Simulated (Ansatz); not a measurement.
## The 3-layer 2H-WSe2 (2H stacking) between two gates

How do the bands of the 3-layer 2H-WSe2 (2H stacking) follow a displacement field between two gates?

Calculated with Ansatz 0.2.0; plane-wave DFT, PBE-D3(BJ), Ansatz PAW (set soft_1); PAW set soft_1, in the first sound run; inputs show where later runs differ.

**1. The starting structure**

The cell holds 9 atoms: 6 Se and 3 W. Cell: a = 3.320 Å, b = 3.320 Å, c = 65.821 Å, α = 90.0°, β = 90.0°, γ = 120.0°. Regions: layer 1: 2H-WSe2, 3 atoms (2 Se and 1 W); layer 2: 2H-WSe2, 3 atoms (2 Se and 1 W); layer 3: 2H-WSe2, 3 atoms (2 Se and 1 W). Vacuum lies along c.

**2. Relaxing the slab**

The starting cell is a guess, so the in-plane lattice and the atoms are relaxed first, with the slab cut off from its images along the normal.

input.yaml

```yaml
crystal:
  lattice:
    - [3.32, 0.0, 0.0]
    - [-1.66, 2.8752043406, 0.0]
    - [0.0, 0.0, 65.8210438029]
  atoms:
    - { symbol: Se, position: [0.3333333333, 0.6666666667, 0.3676635708] }
    - { symbol: W, position: [0.0, 0.0, 0.3960765807] }
    - { symbol: Se, position: [0.3333333333, 0.6666666667, 0.4244895906] }
    - { symbol: Se, position: [0.0, 0.0, 0.4715869901] }
    - { symbol: W, position: [0.3333333333, 0.6666666667, 0.5] }
    - { symbol: Se, position: [0.0, 0.0, 0.5284130099] }
    - { symbol: Se, position: [0.3333333333, 0.6666666667, 0.5755104094] }
    - { symbol: W, position: [0.0, 0.0, 0.6039234193] }
    - { symbol: Se, position: [0.3333333333, 0.6666666667, 0.6323364292] }
  periodic: [true, true, false]
kpoints:
  mp_grid: { grid: [12, 12, 1] }
hamiltonian:
  xc: pbe
  dispersion: d3bj
  pseudopotentials: { kind: paw, azcp: { folder: soft_1 } }
scf:
  occupations: { method: fermi_dirac, width: 0.05 }
  convergence: { dr2_threshold: 1.0e-09 }
relax:
  f_tol: 0.004
  max_steps: 90
  cell: {}
output:
  write_potential: true
  write_density: true
  volumetric_format: npy
```

On the command line:

```bash
$ ansatz run input.yaml --threads 4 --pin off --max-ram 16384MiB --backend cpu --events-out ev --progress --plain --runs-dir out
```

Numbers of over 12 decimals in the logs are rounded to 6 here.

The log of the run:

```text
Warning: relax.cell: scf.convergence.dr2_threshold = 1e-9 eV is looser than the 1.19694596298e-10 eV advised for a relaxation that steers and ends on the stress (1e-10 eV for each atom of the cell: 9, times the square of relax.cell.stress_2d_tol = 0.05 N/m over 27.4 Å (the atoms' height at the walk's start and 5 Å past either face), 1.823e-2 GPa, over a crystal's default 0.05). What an SCF threshold leaves in a stress goes as its square root, and in the free energy as the threshold itself, and one threshold admits the most on a small cell: [figures from the program's tests cut] Set scf.convergence.dr2_threshold to 1.19694596298e-10 eV or tighter. [rest of the remark cut]
Engine: ansatz 0.2.0, aarch64-unknown-linux-gnu
Pseudopotentials: kind: paw
Pseudopotential: Se, paw, valence charge 16, recommended cutoff 420 eV (normal), soft_1/Se.paw.azcp
Pseudopotential: W, paw, valence charge 14, recommended cutoff 420 eV (normal), soft_1/W.paw.azcp
Functional definition: PBE
  parameter kappa = 0.804
  parameter beta = 0.066725
  exchange = pbe_x(kappa = kappa, mu = beta*pi^2/3)
  correlation = pbe_c(beta = beta)
Crystal: 9 atoms, lattice volume = 628.307 Å³
Basis set: ecut = 420 eV, 12471 PW (Γ), exchange–correlation on 48×48×900 points (8 copies of the dense FFT grid, shifted against one another)
Bands: 83, of which v1, the nominal top of the filled ones, is band 69 counted from 1 (68 counted from 0)
Symmetry: 12 space group operations
Space group: P-6m2 (ITA 187), of the structure as read, at distance tolerance 8.6e-5 Å
k-points: 19 of 144 (time reversal used)
Non-local potential: Se, projectors of the file, l = 0: 2, l = 1: 2, l = 2: 3, l = 3: 1
Non-local potential: W, projectors of the file, l = 0: 3, l = 1: 2, l = 2: 2, l = 3: 1
PAW form: soft (Blöchl's): semilocal exchange-correlation on the pseudo side does not see the compensation charge
PAW one-centre angular grid: Se, 590 points (default); XC on 64 Gauss nodes
PAW one-centre angular grid: W, 590 points (default); XC on 64 Gauss nodes
Initial density: superposition of atomic densities (neutral atoms: chi_scale 0, normalization atom)
Initial wavefunctions: pseudopotential atomic-orbital guess
Functional: x = pbe(κ = 0.804, μ = 0.219515), c = pbe(β = 0.066725)
iter 1 solved again at ethr=2.21e-3 eV; its pass at ethr=3.10e-3 eV (dr2=3.04e0 eV) is discarded
SCF iter   1: F=—  HF=-63980.103254 eV  |F-HF|=—  |Δ(HF+E_count)|=         —  Δρ=1.88e-2  dr2=3.02e0  ethr=2.21e-3  ⟨swp⟩=1.9  Hψ=10726  notcnv=0
preconditioner: auto → Resta (q_TF=auto, 2.119 Å⁻¹)  ε∞=2.8  [insulator: Δε(μ)=0.830 eV  Ē_g=8.082 eV  σ=0.050 eV  W_gap=1.00  n_scr=44 (ndim 8)  ℏωp=10.9 eV  f_vac=0.680  D(μ)=0.00/eV (n_scr^D=0)  ε∞_Penn≈2.8  vacuum switching on, ρ_ref=4.7e-3 e/Å³]
SCF iter   2: F=—  HF=-63979.361372 eV  |F-HF|=—  |Δ(HF+E_count)|=   7.42e-1  Δρ=8.24e-3  dr2=7.11e-1  ethr=2.19e-3  ⟨swp⟩=3.4  Hψ=2986  notcnv=0
SCF iter   3: F=—  HF=-63979.382035 eV  |F-HF|=—  |Δ(HF+E_count)|=   2.07e-2  Δρ=7.84e-3  dr2=1.33e0  ethr=5.15e-4  ⟨swp⟩=4.3  Hψ=3284  notcnv=0  defer=23
SCF iter   4: F=—  HF=-63979.227054 eV  |F-HF|=—  |Δ(HF+E_count)|=   1.55e-1  Δρ=1.84e-3  dr2=1.88e-2  ethr=5.15e-4  ⟨swp⟩=3.3  Hψ=2455  notcnv=0  defer=77
SCF iter   5: F=—  HF=-63979.231284 eV  |F-HF|=—  |Δ(HF+E_count)|=   4.23e-3  Δρ=7.66e-4  dr2=3.41e-2  ethr=1.36e-5  ⟨swp⟩=3.5  Hψ=3275  notcnv=0  defer=77
SCF iter   6: F=—  HF=-63979.229311 eV  |F-HF|=—  |Δ(HF+E_count)|=   1.97e-3  Δρ=3.58e-4  dr2=2.78e-3  ethr=1.36e-5  ⟨swp⟩=2.7  Hψ=2152  notcnv=0  defer=77
SCF iter   7: F=—  HF=-63979.229279 eV  |F-HF|=—  |Δ(HF+E_count)|=   3.23e-5  Δρ=1.38e-4  dr2=1.27e-4  ethr=2.01e-6  ⟨swp⟩=3.5  Hψ=2941  notcnv=0  defer=77
SCF iter   8: F=—  HF=-63979.229354 eV  |F-HF|=—  |Δ(HF+E_count)|=   7.48e-5  Δρ=1.14e-4  dr2=3.66e-4  ethr=9.22e-8  ⟨swp⟩=3.6  Hψ=3040  notcnv=0  defer=77
SCF iter   9: F=—  HF=-63979.229318 eV  |F-HF|=—  |Δ(HF+E_count)|=   3.65e-5  Δρ=2.56e-5  dr2=7.14e-6  ethr=9.22e-8  ⟨swp⟩=2.8  Hψ=2289  notcnv=0  defer=77
SCF iter  10: F=—  HF=-63979.229177 eV  |F-HF|=—  |Δ(HF+E_count)|=   1.40e-4  Δρ=8.50e-6  dr2=6.20e-7  ethr=5.17e-9  ⟨swp⟩=3.9  Hψ=3162  notcnv=0  defer=77
SCF iter  11: F=—  HF=-63979.229178 eV  |F-HF|=—  |Δ(HF+E_count)|=   5.70e-7  Δρ=2.39e-6  dr2=8.79e-8  ethr=4.49e-10  ⟨swp⟩=3.2  Hψ=3187  notcnv=0  defer=77
SCF iter  12: F=—  HF=-63979.229178 eV  |F-HF|=—  |Δ(HF+E_count)|=   6.83e-8  Δρ=1.88e-6  dr2=9.11e-8  ethr=6.37e-11  ⟨swp⟩=3.2  Hψ=3201  notcnv=0  defer=77
SCF iter  13: F=—  HF=-63979.229178 eV  |F-HF|=—  |Δ(HF+E_count)|=   7.66e-9  Δρ=8.36e-7  dr2=1.22e-8  ethr=6.37e-11  ⟨swp⟩=2.8  Hψ=2196  notcnv=0  defer=77
SCF iter  14: F=—  HF=-63979.229178 eV  |F-HF|=—  |Δ(HF+E_count)|=   3.11e-9  Δρ=2.61e-7  dr2=1.01e-9  ethr=8.82e-12  ⟨swp⟩=3.0  Hψ=2382  notcnv=0  defer=77
SCF iter  15: F=—  HF=-63979.229178 eV  |F-HF|=—  |Δ(HF+E_count)|=   3.38e-9  Δρ=1.59e-7  dr2=1.86e-9  ethr=1.00e-12  ⟨swp⟩=11.3  Hψ=9707  notcnv=0
SCF iter  16: F=-63979.229178 eV  HF=-63979.229178 eV  |F-HF|=7.06e-10  |Δ(HF+E_count)|=   1.32e-9  Δρ=5.13e-8  dr2=5.94e-11  ethr=1.00e-12  ⟨swp⟩=7.2  Hψ=8679  notcnv=0
SCF 1 converged in 16 iterations: F = -63979.229178 eV  dr2 = 5.94e-11
  greatest PAW one-centre occupation: 1.000 electrons in one spin orbital (limit 2), on the Se atom at site 3 (counted from 0), in its partial waves of l = 2
relax step   1: F+E_penalty+E_count = -63979.22917786 eV  Δ(F+E_penalty+E_count) = +0.000e0 eV  max|allowed force component| = 2.632e0 eV/Å  Δτ_max = 0.0000 Å  P = -20.332 N/m  Ω = 628.307 Å³  fix = [c, alpha, beta]  reactions: c -0.000 N/m  (16 SCF iters, accepted)
Crystal: 9 atoms, lattice volume = 614.951 Å³
Basis set: ecut = 420 eV, 12243 PW (Γ), exchange–correlation on 48×48×900 points (8 copies of the dense FFT grid, shifted against one another)
Initial density: handed on by an earlier stage of this run
Initial wavefunctions: those handed on with the density
iter 1 solved again at ethr=7.15e-4 eV; its pass at ethr=3.10e-3 eV (dr2=9.87e-1 eV) is discarded
SCF iter   1: F=—  HF=-63981.083918 eV  |F-HF|=—  |Δ(HF+E_count)|=         —  Δρ=8.81e-3  dr2=9.92e-1  ethr=7.15e-4  ⟨swp⟩=2.7  Hψ=9838  notcnv=0
preconditioner: auto → Resta (q_TF=auto, 2.127 Å⁻¹)  ε∞=2.6  [insulator: Δε(μ)=1.443 eV  Ē_g=8.629 eV  σ=0.050 eV  W_gap=1.00  n_scr=44 (ndim 8)  ℏωp=11.0 eV  f_vac=0.689  D(μ)=0.00/eV (n_scr^D=0)  ε∞_Penn≈2.6  vacuum switching on, ρ_ref=5.4e-3 e/Å³]
SCF iter   2: F=—  HF=-63981.010079 eV  |F-HF|=—  |Δ(HF+E_count)|=   7.38e-2  Δρ=5.62e-3  dr2=5.59e-1  ethr=7.15e-4  ⟨swp⟩=4.3  Hψ=2915  notcnv=0
[...]
relax step   6: F+E_penalty+E_count = -63981.00605882 eV  Δ(F+E_penalty+E_count) = -3.666e-3 eV  max|allowed force component| = 5.099e-3 eV/Å  Δτ_max = 0.0506 Å  P = +0.020 N/m  Ω = 613.778 Å³  energy of the carried Pulay correction = +7.751e-4 eV  fix = [c, alpha, beta]  reactions: c +0.000 N/m  (11 SCF iters, accepted)
relax step   7: F+E_penalty+E_count = -63981.00623938 eV  Δ(F+E_penalty+E_count) = -1.806e-4 eV  max|allowed force component| = 2.518e-2 eV/Å  Δτ_max = 0.0239 Å  P = -0.106 N/m  Ω = 613.660 Å³  energy of the carried Pulay correction = +7.815e-4 eV  fix = [c, alpha, beta]  reactions: c -0.000 N/m  (10 SCF iters, accepted)
relax step   8: F+E_penalty+E_count = -63981.00630169 eV  Δ(F+E_penalty+E_count) = -6.232e-5 eV  max|allowed force component| = 3.709e-3 eV/Å  Δτ_max = 0.0031 Å  P = +0.043 N/m  Ω = 613.602 Å³  energy of the carried Pulay correction = +7.846e-4 eV  fix = [c, alpha, beta]  reactions: c +0.000 N/m  (8 SCF iters, accepted)
relax step   9: F+E_penalty+E_count = -63981.00531898 eV  Δ(F+E_penalty+E_count) = +9.827e-4 eV  max|allowed force component| = 3.877e-3 eV/Å  Δτ_max = 0.0000 Å  P = +0.057 N/m  Ω = 613.602 Å³  fix = [c, alpha, beta]  reactions: c +0.000 N/m  stress off target by 5.66e-2 N/m on what of the cell is left free  SCF on the basis re-selected at this cell (its energy is not comparable with the rows above)  (6 SCF iters)
relax step  10: F+E_penalty+E_count = -63981.00531494 eV  Δ(F+E_penalty+E_count) = +4.032e-6 eV  max|allowed force component| = 8.780e-5 eV/Å  Δτ_max = 0.0004 Å  P = +0.001 N/m  Ω = 613.709 Å³  energy of the carried Pulay correction = -7.698e-6 eV  fix = [c, alpha, beta]  reactions: c +0.000 N/m  (7 SCF iters, accepted)
iter 1 solved again at ethr=7.05e-7 eV; its pass at ethr=3.10e-3 eV (dr2=9.73e-4 eV) is discarded
SCF iter   1: F=—  HF=-63981.003811 eV  |F-HF|=—  |Δ(HF+E_count)|=         —  Δρ=4.54e-5  dr2=2.88e-7  ethr=7.05e-7  ⟨swp⟩=6.3  Hψ=14806  notcnv=0
eigensolver tolerance schedule: the retry pair's looser diagonalisation over-reported the residual by 3382.55 of it (diagonalisation noise at 3.34 of the residual, at the tolerance the schedule requests for it); recorded, not acted on — ethr = c·dr2/N_el stays at c = 1.0e-1
preconditioner: auto → Resta (q_TF=auto, 2.128 Å⁻¹)  ε∞=2.6  [insulator: Δε(μ)=1.099 eV  Ē_g=8.721 eV  σ=0.050 eV  W_gap=1.00  n_scr=44 (ndim 8)  ℏωp=11.0 eV  f_vac=0.702  D(μ)=0.00/eV (n_scr^D=0)  ε∞_Penn≈2.6  vacuum switching on, ρ_ref=5.5e-3 e/Å³]
SCF iter   2: F=—  HF=-63981.004639 eV  |F-HF|=—  |Δ(HF+E_count)|=   8.27e-4  Δρ=2.28e-5  dr2=9.90e-8  ethr=2.08e-10  ⟨swp⟩=5.6  Hψ=5467  notcnv=0
SCF iter   3: F=—  HF=-63981.005161 eV  |F-HF|=—  |Δ(HF+E_count)|=   5.22e-4  Δρ=8.06e-6  dr2=5.56e-8  ethr=7.18e-11  ⟨swp⟩=3.6  Hψ=2653  notcnv=0
SCF iter   4: F=—  HF=-63981.005312 eV  |F-HF|=—  |Δ(HF+E_count)|=   1.51e-4  Δρ=1.15e-6  dr2=9.46e-9  ethr=4.03e-11  ⟨swp⟩=3.3  Hψ=2465  notcnv=0
SCF iter   5: F=-63981.005321 eV  HF=-63981.005321 eV  |F-HF|=5.52e-7  |Δ(HF+E_count)|=   9.37e-6  Δρ=2.46e-7  dr2=5.15e-10  ethr=1.00e-12  ⟨swp⟩=15.9  Hψ=13624  notcnv=0
SCF 11 converged in 5 iterations: F = -63981.005321 eV  dr2 = 5.15e-10
relax step  11: F+E_penalty+E_count = -63981.00532145 eV  Δ(F+E_penalty+E_count) = -6.512e-6 eV  max|allowed force component| = 9.538e-5 eV/Å  Δτ_max = 0.0000 Å  P = +0.001 N/m  Ω = 613.709 Å³  fix = [c, alpha, beta]  reactions: c +0.000 N/m  stress off target by 8.41e-4 N/m on what of the cell is left free  SCF on the basis re-selected at this cell (its energy is not comparable with the rows above)  (5 SCF iters)
basis re-selected at this cell: Δ(F+E_penalty+E_count) = -6.512e-6 eV, ΔP = -0.000 N/m vs the last step (what re-selecting the basis moved, of the pressure what is left beyond the Pulay correction that the steps carried, after the strain that the cell walked since its last selection, with what the two solves' SCF thresholds leave and, on support functions, any second-order correction that the steps lacked; it is no m [...]
WARN: The output density's exchange-correlation potential varies sharply where the density is thin. Do not read a vacuum level from v_tot or v_xc, or from such a field of the output density. On a cell that repeats whose density bears no net charge and no dipole along the vacuum's axis use v_es (v_loc + v_h of the components); under efield.dipole_correction with no amplitude use v_es + v_field, which holds any externa [...]
SCF converged after 5 iterations
Free energy (F): -63981.005321 eV
Harris-Foulkes:  -63981.005321 eV  (|F-HF|=5.52e-7)
Internal energy: -63981.005321 eV  (E = F + TS)
E sigma→0 (E₀):  -63981.005321 eV
Entropy (-TS):   -0.000001 eV (-0.000 meV/atom)
Fermi energy:    -4.316668 eV
--- Per-component energies (eV) ---
  E_band       = -4969.944431
  E_kinetic    = 1934.552861
  E_local      = -1901355.945429  (includes V_loc(G=0)·N_el)
  E_nonlocal   = -2201.417190
  E_hartree    = 949753.288694
  E_xc         = -1316.696999
  E_vxc        = -1240.652972  (∫ρ·V_xc dr)
  E_paw        = -38512.538479  (= ΣΔE_a)
  E_vpaw       = -1613.072947  (= ΣTr[D̂ρ^β])
  E_aug_tail   = -0.001858  (compensation charges beyond the density's cutoff)
  E_ewald      = 927721.595732
  E_disp       = -3.842652  (pairwise vdW)
  E_smearing   = -0.000001  (= −TS)
  E_closure    = -0.000000  (closes the sum)
  Σ components = -63981.005321   (vs F -63981.005321, Δ=0.00e0)
--- Forces (eV/Å), atoms counted from 1 ---
  atom   1  Se    -0.00000000    -0.00000000     0.00009538
  atom   2  W     -0.00000000     0.00000000     0.00008945
  atom   3  Se     0.00000000    -0.00000000     0.00000459
  atom   4  Se     0.00000000     0.00000000     0.00005217
  atom   5  W      0.00000000    -0.00000000    -0.00000000
  atom   6  Se     0.00000000     0.00000000    -0.00005217
  atom   7  Se     0.00000000    -0.00000000    -0.00000459
  atom   8  W     -0.00000000     0.00000000    -0.00008945
  atom   9  Se    -0.00000000    -0.00000000    -0.00009538
  max |Σ_I F_I| component: 4.86e-17 eV/Å
--- 2D stress c σ (N/m, compression-positive) ---
        0.000841      -0.000000      -0.000000
       -0.000000       0.000841      -0.000000
       -0.000000      -0.000000       0.000000
  P = ½ c Tr σ = 0.0008 N/m
--- Band table (eV; the first three rows and the last of 19) ---
  k-point 0: bands = [... 65 lower, -6.2087, -5.7366, -5.1003, -4.8250, -2.1201, -2.1201, -2.1032, -2.1032, ... 10 higher]
  k-point 1: bands = [... 65 lower, -6.0352, -5.7203, -5.1764, -4.9833, -2.3584, -2.3327, -2.3033, -2.3026, ... 10 higher]
  k-point 2: bands = [... 65 lower, -6.1100, -5.7850, -5.5289, -5.4634, -3.0726, -2.8979, -2.6707, -2.5410, ... 10 higher]
  k-point 18: bands = [... 65 lower, -7.3734, -5.1883, -5.0805, -4.9781, -3.3821, -3.3700, -3.3699, -2.8023, ... 10 higher]
  the weakly bound empty levels are not read free of the cell's end (no_gap_told)
--- Relaxed structure (9 steps of the walk, 9 accepted, 2 SCFs on fresh bases) ---
  F+E_penalty+E_count = -63981.00532145 eV   max|allowed force component| = 9.538e-5 eV/Å   (the final SCF, on the basis selected at the relaxed cell)
  cell:  # Å, volume = 613.7094 Å³
    - [3.281208, -2.153412446896091e-18, 0]
    - [-1.640604, 2.841609, 0]
    - [0, 0, 65.8210438029]
  atoms:
    - { symbol: Se, position: [0.333333, 0.666667, 0.377173] }
    - { symbol: W, position: [-2.45839002606195e-18, -2.1701890401338522e-17, 0.402778] }
    - { symbol: Se, position: [0.333333, 0.666667, 0.428373] }
    - { symbol: Se, position: [-1.0399077970109783e-18, -2.170189040133847e-17, 0.474422] }
    - { symbol: W, position: [0.333333, 0.666667, 0.500000] }
    - { symbol: Se, position: [1.0399077970110307e-18, -2.170189040133847e-17, 0.525578] }
    - { symbol: Se, position: [0.333333, 0.666667, 0.571627] }
    - { symbol: W, position: [2.458390026061893e-18, -2.1701890401338528e-17, 0.597222] }
    - { symbol: Se, position: [0.333333, 0.666667, 0.622827] }
```

Wall time 6.3 min (4 threads of Arm Neoverse V1, shared host); peak memory 1.8 GiB.

Step by step:

```csv
step,energy less that of the first step (eV),largest force component (eV/Å),volume (Å³)
1,0.0000,2.6318,628.31
2,-1.6960,0.1806,614.95
3,-1.7450,0.0693,610.22
4,-1.7723,0.0306,614.62
5,-1.7732,0.0562,612.08
6,-1.7769,0.0051,613.78
7,-1.7771,0.0252,613.66
8,-1.7771,0.0037,613.60
9*,-1.7761,0.0039,613.60
10,-1.7761,0.0001,613.71
11*,-1.7761,0.0001,613.71
```

Relaxation steps marked * repeat the geometry before them on a plane-wave basis chosen anew for their cell, so energy and pressure can jump there.

The run keeps the 12 symmetry operations that it works with, so distortions that break them were not tested.

```csv
cell as run,before,after,change
a (Å),3.320,3.281,-1.2 %
b (Å),3.320,3.281,-1.2 %
```

The atoms that moved most (Å, along periodic axes as changes of fractional coordinates times the final cell, across vacuum about the mean position):

```csv
atom,dx,dy,dz,length
Se1,0.000,0.000,0.626,0.626
Se9,0.000,0.000,-0.626,0.626
W2,0.000,0.000,0.441,0.441
W8,0.000,0.000,-0.441,0.441
Se3,0.000,0.000,0.256,0.256
Se7,0.000,0.000,-0.256,0.256
Se4,0.000,0.000,0.187,0.187
Se6,0.000,0.000,-0.187,0.187
```

Final coordinates:

```cif
data_structure
_symmetry_space_group_name_H-M 'P 1'
_symmetry_Int_Tables_number 1
_cell_length_a 3.2812
_cell_length_b 3.2812
_cell_length_c 65.8210
_cell_angle_alpha 90.000
_cell_angle_beta 90.000
_cell_angle_gamma 120.000
_cell_volume 613.71
loop_
_atom_site_label
_atom_site_type_symbol
_atom_site_fract_x
_atom_site_fract_y
_atom_site_fract_z
_atom_site_occupancy
Se1 Se 0.33333 0.66667 0.37717 1
W2 W 0.00000 0.00000 0.40278 1
Se3 Se 0.33333 0.66667 0.42837 1
Se4 Se 0.00000 0.00000 0.47442 1
W5 W 0.33333 0.66667 0.50000 1
Se6 Se 0.00000 0.00000 0.52558 1
Se7 Se 0.33333 0.66667 0.57163 1
W8 W 0.00000 0.00000 0.59722 1
Se9 Se 0.33333 0.66667 0.62283 1
```

The lattice constant a goes from 3.320 to 3.281 Å.

(Part 1 of 3 ends here.)

[Logs are printed without paths, hosts, clocks, repeated set-up lines and the standing remarks that a program may print on its own settings, such as how far it seeks lower states.]

[Hosts, paths, dates, database ids (printed as entryN), source tags and the programs' standing remarks are cut or masked in the printed files.]

[Maps of the electrostatic potential energy from Ansatz leave out the sawtooth potential of an applied field or a dipole correction, so their vacuum need not be flat; planar profiles and work functions include it.]
